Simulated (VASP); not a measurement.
# Ca (Im-3m) in VASP: notebook

One crystal, Ca, is run at these levels: r2SCAN; tasks: single point.

Everything below comes from runs of VASP 6.6.1. Logs are shortened: lines on timing, memory, paths and dates and some standing lists are left out, and cuts for length are marked.

## 1. The crystal as given

Symmetry: Im-3m, No. 229, cubic system. Conventional cell: a = 4.553 Å, b = 4.553 Å, c = 4.553 Å, α = 90.00°, β = 90.00°, γ = 90.00°. Ca (site symmetry m-3m) is surrounded by 8 Ca at 3.94 Å.

This isn't the form of Ca at room conditions, which is fcc.

## 2. Single point, r2SCAN

Contents of POSCAR:

```
Ca
1.0
   -2.2767278393      2.2767278393      2.2767278393
    2.2767278393     -2.2767278393      2.2767278393
    2.2767278393      2.2767278393     -2.2767278393
Ca
1
Direct
    0.0000000000      0.0000000000      0.0000000000
```

Contents of INCAR.step1:

```
PREC = Accurate
ENCUT = 520
ISMEAR = 1
SIGMA = 0.15
LREAL = F
LASPH = T
NELM = 100
NBANDS = 11
GGA = PE
ALGO = Normal
EDIFF = 1E-4
LWAVE = T
LCHARG = F
```

Contents of INCAR.step2:

```
PREC = Accurate
ENCUT = 520
EDIFF = 1E-6
ISMEAR = 1
SIGMA = 0.15
LREAL = F
LASPH = T
NELM = 100
ALGO = Normal
ISIF = 2
LWAVE = F
LCHARG = F
METAGGA = R2SCAN
LMIXTAU = T
NBANDS = 11
ISTART = 1
```

Contents of KPOINTS:

```
regular mesh
0
Gamma
  7 7 7
```

Potentials or basis: VASP PAW PBE potentials, release 64 (Ca_sv).

Command:

```bash
> cat potpaw_PBE.64/Ca_sv/POTCAR > POTCAR
> cp INCAR.step1 INCAR
> mpirun -np 1 vasp_std > vasp.out
> cp INCAR.step2 INCAR
> mpirun -np 1 vasp_std > vasp.out
```

OUTCAR:

```text
PREC = Accurate
   ENCUT = 520
   EDIFF = 1E-6
   ISMEAR = 1
   LREAL = F
   LASPH = T
   NELM = 100
   ISIF = 2
   METAGGA = R2SCAN
   ISTART = 1

 ion  position               nearest neighbor table
   1  0.000  0.000  0.000-

  LATTYP: Found a body centered cubic cell.
 ALAT       =     4.5534556786

  Lattice vectors:

 A1 = (  -2.2767278393,   2.2767278393,   2.2767278393)
 A2 = (   2.2767278393,  -2.2767278393,   2.2767278393)
 A3 = (   2.2767278393,   2.2767278393,  -2.2767278393)

Analysis of symmetry for initial positions (statically):
=====================================================================
 Subroutine PRICEL returns:
 Original cell was already a primitive cell.

 Routine SETGRP: Setting up the symmetry group for a
 body centered cubic supercell.

 Subroutine GETGRP returns: Found 48 space group operations
 (whereof 48 operations were pure point group operations)
 out of a pool of 48 trial point group operations.

The static configuration has the point symmetry O_h .

Analysis of symmetry for dynamics (positions and initial velocities):
=====================================================================
 Subroutine PRICEL returns:
 Original cell was already a primitive cell.

 Routine SETGRP: Setting up the symmetry group for a
 body centered cubic supercell.

 Subroutine GETGRP returns: Found 48 space group operations
 (whereof 48 operations were pure point group operations)
 out of a pool of 48 trial point group operations.

The dynamic configuration has the point symmetry O_h .

 Subroutine INISYM returns: Found 48 space group operations
 (whereof 48 operations are pure point group operations),
 and found     1 'primitive' translations

----------------------------------------------------------------------------------------

                                     Primitive cell

  volume of cell :      47.2056

  direct lattice vectors                    reciprocal lattice vectors
    -2.276727839  2.276727839  2.276727839     0.000000000  0.219613426  0.219613426
     2.276727839 -2.276727839  2.276727839     0.219613426  0.000000000  0.219613426
     2.276727839  2.276727839 -2.276727839     0.219613426  0.219613426  0.000000000

  length of vectors
     3.943408293  3.943408293  3.943408293     0.310580285  0.310580285  0.310580285

  position of ions in fractional coordinates (direct lattice)
     0.000000000  0.000000000  0.000000000

[... 76 lines left out ...]
   ISIF   =      2    stress and relaxation
   ISYM   =      2    0-nonsym 1-usesym 2-fastsym
   POTIM  = 0.5000    time-step for ionic-motion
   TEBEG  =    0.0;   TEEND  =   0.0 temperature during run
   PSTRESS=    0.0 pullay stress
   NELECT =      10.0000    total number of electrons
   NUPDOWN=      -1.0000    fix difference up-down
   EMIN   =  10.00;   EMAX   =-10.00  energy-range for DOS
   EFERMI =   0.00;   METHOD = LEGACY
   ISMEAR =     1;   SIGMA  =   0.15  broadening in eV -4-tet -1-fermi 0-gaus
   EFERMI_NEDOS =   21; number of points for ismear=-14 and -15
   IALGO  =     38    algorithm
   IMIX   =      4    mixing-type and parameters
     AMIX     =   0.40;   BMIX     =  1.00
     AMIX_MAG =   1.60;   BMIX_MAG =  1.00
  volume/ion in A,a.u.               =      47.21       318.56
  Fermi-wavevector in a.u.,A,eV,Ry     =   0.975911  1.844205 12.958230  0.952403
  Thomas-Fermi vector in A             =   2.106488
   LORBIT       =      0    0 simple, 1 ext, 2 COOP (PROOUT), +10 PAW based schemes
   METAGGA = R2SCAN    functional components
   LHFCALC =     F    Hartree Fock is set to
   AEXX    =    0.0000 exact exchange contribution
   IVDW    =     0    specifies the selected vdW correction
   LEPSILON=     F    determine dielectric tensor
   LRPA    =     F    only Hartree local field effects (RPA)
 non-spin polarized calculation
 Methfessel and Paxton  Order N= 1 SIGMA  =   0.15
  energy-cutoff  :      520.00
  volume of cell :       47.21
 maximum number of plane-waves:      1290
 NGX is ok and might be reduce to    30

 number of electron       9.9999997 magnetization

 Free energy of the ion-electron system (eV)
  ---------------------------------------------------
  ext. energy  EPLUGINS =         0.00000000
  ---------------------------------------------------
  free energy    TOTEN  =        -7.00657528 eV

  energy without entropy =       -7.00310901  energy(sigma->0) =       -7.00541986

 E-fermi :   1.5997     XC(G=0):  -7.8622

 val. band max:        1.4590344892   @ k =   0.4286   0.1429   0.0000
 cond. band min:       1.6006091791   @ k =  -0.4286  -0.4286   0.1429
 fundamental gap:      0.1415746900
 Fermi energy:         1.5997342905

 k-point     1 :       0.0000    0.0000    0.0000
  band No.  band energies     occupation
      1     -42.5156      2.00000
      2     -22.5496      2.00000
      3     -22.5495      2.00000
      4     -22.5495      2.00000
      5      -2.5072      2.00000
      6       4.1017     -0.00000
      7       4.1017     -0.00000
      8       4.1017     -0.00000
      9       5.0841      0.00000
     10       5.0841      0.00000
     11      11.8423      0.00000
[... 253 lines left out ...]
 k-point    20 :      -0.4286    0.4286    0.4286
  band No.  band energies     occupation
      1     -42.4999      2.00000
      2     -22.6200      2.00000
      3     -22.6170      2.00000
      4     -22.6170      2.00000
      5       1.7081      0.06520
      6       1.9887     -0.00151
      7       4.7948      0.00000
      8       4.7948      0.00000
      9       4.9763      0.00000
     10       5.7180      0.00000
     11       6.5705      0.00000

------------------------ aborting loop because EDIFF is reached ----------------------------------------

  FORCE on cell =-STRESS in cart. coord.  units (eV):
  Direction    XX          YY          ZZ          XY          YZ          ZX
  --------------------------------------------------------------------------------------
  -------------------------------------------------------------------------------------
  Total       -0.3618861     -0.3618861     -0.3618861     -0.0000000      0.0000000     -0.0000000
  in kB      -12.2825670    -12.2825670    -12.2825670     -0.0000000      0.0000000     -0.0000000
  external PRESSURE =     -12.2825670 kB  Pullay stress =       0.0000000 kB

 VOLUME and BASIS-vectors are now :
 -----------------------------------------------------------------------------
  energy-cutoff  :      520.00
  volume of cell :       47.21
      direct lattice vectors                 reciprocal lattice vectors
    -2.276727839  2.276727839  2.276727839     0.000000000  0.219613426  0.219613426
     2.276727839 -2.276727839  2.276727839     0.219613426  0.000000000  0.219613426
     2.276727839  2.276727839 -2.276727839     0.219613426  0.219613426  0.000000000

 POSITION                                       TOTAL-FORCE (eV/Angst)
 -----------------------------------------------------------------------------------
      0.00000      0.00000      0.00000         0.000000      0.000000      0.000000
 -----------------------------------------------------------------------------------
    total drift:                               -0.000000     -0.000000      0.000000

  FREE ENERGIE OF THE ION-ELECTRON SYSTEM (eV)
  ---------------------------------------------------
  free  energy   TOTEN  =        -7.0065752799 eV

  energy  without entropy=       -7.0031090146  energy(sigma->0) =       -7.00541986
```

OUTCAR.step1:

```text
PREC = Accurate
   ENCUT = 520
   ISMEAR = 1
   LREAL = F
   LASPH = T
[... 492 lines left out ...]

 POSITION                                       TOTAL-FORCE (eV/Angst)
 -----------------------------------------------------------------------------------
      0.00000      0.00000      0.00000        -0.000000     -0.000000      0.000000
 -----------------------------------------------------------------------------------
    total drift:                               -0.000000     -0.000000      0.000000

  FREE ENERGIE OF THE ION-ELECTRON SYSTEM (eV)
  ---------------------------------------------------
  free  energy   TOTEN  =        -1.8898260881 eV

  energy  without entropy=       -1.8849852215  energy(sigma->0) =       -1.88821247
```

It took 22 s on 1 thread of Intel Xeon 6975P-C (Granite Rapids), shared host; peak memory 0.17 GiB.

Results:

```
Free energy            : -7.0066 eV
Pressure               : -1.2 GPa
Band gap on the k mesh : none (metal or under the smearing width)
```

Caveat: the PAW data sets were made with another functional, which shifts forces and pressure a little.

## 3. Single point, r2SCAN

This run uses another cell than the first one, of 44.96 Å³/atom, 0.952 times its volume.

Contents of POSCAR:

```
Ca
1.0
   -2.2400000000      2.2400000000      2.2400000000
    2.2400000000     -2.2400000000      2.2400000000
    2.2400000000      2.2400000000     -2.2400000000
Ca
1
Direct
    0.0000000000      0.0000000000      0.0000000000
```

Contents of INCAR.step1:

```
SYSTEM = Ca
  PREC = Accurate
  ENCUT = 520
  ISMEAR = 1
  SIGMA = 0.15
  LREAL = .False.
  LASPH = .True.
  NELM = 100
  NBANDS = 11
  GGA = PE
  ALGO = Normal
  EDIFF = 1E-4
  LWAVE = .True.
  LCHARG = .False.
```

Contents of INCAR.step2:

```
SYSTEM = Ca
  PREC = Accurate
  ENCUT = 520
  EDIFF = 1E-6
  ISMEAR = 1
  SIGMA = 0.15
  LREAL = .False.
  LASPH = .True.
  NELM = 100
  ALGO = Normal
  ISIF = 2
  LWAVE = .False.
  LCHARG = .False.
  METAGGA = R2SCAN
  LMIXTAU = .True.
  NBANDS = 11
  ISTART = 1
```

Contents of KPOINTS:

```
regular mesh
0
Gamma
  7 7 7
  0 0 0
```

Potentials or basis: VASP PAW PBE potentials, release 64 (Ca_sv).

Command:

```bash
> cat potpaw_PBE.64/Ca_sv/POTCAR > POTCAR
> cp INCAR.step1 INCAR
> mpirun -np 1 vasp_std > vasp.out
> cp INCAR.step2 INCAR
> mpirun -np 1 vasp_std > vasp.out
```

OUTCAR:

```text
SYSTEM = Ca
   PREC = Accurate
   ENCUT = 520
   EDIFF = 1E-6
   ISMEAR = 1
   LREAL = .False.
   LASPH = .True.
   NELM = 100
   ISIF = 2
   METAGGA = R2SCAN
   ISTART = 1

 ion  position               nearest neighbor table
   1  0.000  0.000  0.000-

  LATTYP: Found a body centered cubic cell.
 ALAT       =     4.4800000000

  Lattice vectors:

 A1 = (  -2.2400000000,   2.2400000000,   2.2400000000)
 A2 = (   2.2400000000,  -2.2400000000,   2.2400000000)
 A3 = (   2.2400000000,   2.2400000000,  -2.2400000000)

Analysis of symmetry for initial positions (statically):
=====================================================================
 Subroutine PRICEL returns:
 Original cell was already a primitive cell.

 Routine SETGRP: Setting up the symmetry group for a
 body centered cubic supercell.

 Subroutine GETGRP returns: Found 48 space group operations
 (whereof 48 operations were pure point group operations)
 out of a pool of 48 trial point group operations.

The static configuration has the point symmetry O_h .

Analysis of symmetry for dynamics (positions and initial velocities):
[... 159 lines left out ...]
 Fermi energy:         1.7799499624

 k-point     1 :       0.0000    0.0000    0.0000
  band No.  band energies     occupation
      1     -42.2112      2.00000
      2     -22.2419      2.00000
      3     -22.2418      2.00000
      4     -22.2418      2.00000
      5      -2.4167      2.00000
      6       4.3570     -0.00000
      7       4.3570     -0.00000
      8       4.3570     -0.00000
      9       5.3886      0.00000
     10       5.3886      0.00000
     11      12.2569      0.00000
[... 253 lines left out ...]
 k-point    20 :      -0.4286    0.4286    0.4286
  band No.  band energies     occupation
      1     -42.1915      2.00000
      2     -22.3257      2.00000
      3     -22.3220      2.00000
      4     -22.3220      2.00000
      5       1.8509      0.29045
      6       2.1240     -0.00554
      7       5.1151      0.00000
      8       5.1151      0.00000
      9       5.3338      0.00000
     10       6.0659      0.00000
     11       6.9807      0.00000

------------------------ aborting loop because EDIFF is reached ----------------------------------------

  FORCE on cell =-STRESS in cart. coord.  units (eV):
  Direction    XX          YY          ZZ          XY          YZ          ZX
  --------------------------------------------------------------------------------------
  -------------------------------------------------------------------------------------
  Total       -0.1356725     -0.1356725     -0.1356725      0.0000000      0.0000000     -0.0000000
  in kB       -4.8350223     -4.8350223     -4.8350223      0.0000000      0.0000000     -0.0000000
  external PRESSURE =      -4.8350223 kB  Pullay stress =       0.0000000 kB

 VOLUME and BASIS-vectors are now :
 -----------------------------------------------------------------------------
  energy-cutoff  :      520.00
  volume of cell :       44.96
      direct lattice vectors                 reciprocal lattice vectors
    -2.240000000  2.240000000  2.240000000     0.000000000  0.223214286  0.223214286
     2.240000000 -2.240000000  2.240000000     0.223214286  0.000000000  0.223214286
     2.240000000  2.240000000 -2.240000000     0.223214286  0.223214286  0.000000000

 POSITION                                       TOTAL-FORCE (eV/Angst)
 -----------------------------------------------------------------------------------
      0.00000      0.00000      0.00000        -0.000000      0.000000      0.000000
 -----------------------------------------------------------------------------------
    total drift:                               -0.000000     -0.000000      0.000000

  FREE ENERGIE OF THE ION-ELECTRON SYSTEM (eV)
  ---------------------------------------------------
  free  energy   TOTEN  =        -7.0179822995 eV

  energy  without entropy=       -7.0135505242  energy(sigma->0) =       -7.01650504
```

OUTCAR.step1:

```text
SYSTEM = Ca
   PREC = Accurate
   ENCUT = 520
   ISMEAR = 1
   LREAL = .False.
   LASPH = .True.
   NELM = 100
[... 491 lines left out ...]
 -----------------------------------------------------------------------------------
      0.00000      0.00000      0.00000        -0.000000      0.000000     -0.000000
 -----------------------------------------------------------------------------------
    total drift:                               -0.000000     -0.000000      0.000000

  FREE ENERGIE OF THE ION-ELECTRON SYSTEM (eV)
  ---------------------------------------------------
  free  energy   TOTEN  =        -1.9067167731 eV

  energy  without entropy=       -1.9011459569  energy(sigma->0) =       -1.90485983
```

It took 22 s on 1 thread of Intel Xeon 6975P-C (Granite Rapids), shared host; peak memory 0.16 GiB.

Results:

```yaml
Free_energy: -7.0180 eV
Pressure: -0.5 GPa
Band_gap_on_the_k_mesh: none (metal or under the smearing width)
```

Caveat: the PAW data sets were made with another functional, which shifts forces and pressure a little.

## 4. Single point, r2SCAN

This run uses another cell than the first one, of 42.71 Å³/atom, 0.905 times its volume.

Contents of POSCAR:

```
Ca
1.0
   -2.2020265624      2.2020265624      2.2020265624
    2.2020265624     -2.2020265624      2.2020265624
    2.2020265624      2.2020265624     -2.2020265624
Ca
1
Direct
    0.0000000000      0.0000000000      0.0000000000
```

Contents of INCAR.step1:

```
  PREC = Accurate
  ENCUT = 520
  ISMEAR = 1
  SIGMA = 0.15
  LREAL = F
  LASPH = T
  NELM = 100
  NBANDS = 11
  GGA = PE
  ALGO = Normal
  EDIFF = 1E-4
  LWAVE = T
  LCHARG = F
```

Contents of INCAR.step2:

```
  PREC = Accurate
  ENCUT = 520
  EDIFF = 1E-7
  ISMEAR = 1
  SIGMA = 0.15
  LREAL = F
  LASPH = T
  NELM = 100
  ALGO = Normal
  ISIF = 2
  LWAVE = F
  LCHARG = F
  METAGGA = R2SCAN
  LMIXTAU = T
  NBANDS = 11
  ISTART = 1
```

Contents of KPOINTS:

```
Automatic mesh
0
Gamma
  7 7 7
```

Command:

```bash
> cat potpaw_PBE.64/Ca_sv/POTCAR > POTCAR
> cp INCAR.step1 INCAR
> mpirun -np 1 vasp_std > vasp.out
> cp INCAR.step2 INCAR
> mpirun -np 1 vasp_std > vasp.out
```

It took 19 s on 1 thread of Intel Xeon 6975P-C (Granite Rapids), shared host; peak memory 0.16 GiB.

It converged, with:

| Quantity | Value |
| --- | --- |
| Free energy | -7.0177 eV |
| Pressure | 0.4 GPa |
| Band gap on the k mesh | none (metal or under the smearing width) |

Levels at points of the mesh, in eV from the Fermi level:
```tsv
k point	band 2	band 3	band 4	band 5	band 6	band 7	band 8	band 9
(0.00, 0.00, 0.00)	-23.89	-23.89	-23.89	-4.29	2.66	2.66	2.66	3.74
```

Caveat: the PAW data sets were made with another functional, which shifts forces and pressure a little.

[end of part 1 of 2]
